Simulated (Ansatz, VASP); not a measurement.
## HfC in VASP and in Ansatz

```
Hf C
1.0
     0.00000    2.32500    2.32500
     2.32500    0.00000    2.32500
     2.32500    2.32500    0.00000
Hf C
1 1
Direct
  0.50000 0.50000 0.50000
  0.00000 0.00000 0.00000
```

Alike in both runs: task band structure; functional PBEsol; k mesh 10 × 10 × 10; occupations fermi-dirac, width 0.05 eV; no spin polarisation.

|  | VASP | Ansatz |
| --- | --- | --- |
| version | VASP 6.6.1 | Ansatz 0.2.0 |
| potentials or method | VASP PAW PBE potentials, release 64 (Hf_pv, C) | Ansatz PAW |
| plane-wave cutoff (eV) | 520 | 420 |
| valence electrons in the cell | 14 | 30 |

Ansatz gave:

| Quantity | Value |
| --- | --- |
| gap on the k mesh at the Fermi level (eV) | none |
| pressure (GPa) | -6.5 |

Question: What did VASP give for the same quantities?

Answer: gap on the k mesh at the Fermi level (eV): none; pressure (GPa): -7.0.

A gap of «none» marks a metal or a gap that the smearing closes. With one functional, cell and mesh, what is left measures potentials, basis and numerics. The two sets of potentials don't hold the same shells in valence.

Caveats: spin-orbit coupling is left out, which moves the levels of the heavy elements; the PAW data sets were made with another functional, which shifts forces and pressure a little (VASP); the PAW data sets come from PBE, with cores solved anew for the run's functional, which leaves a small shift of forces and pressure (Ansatz).
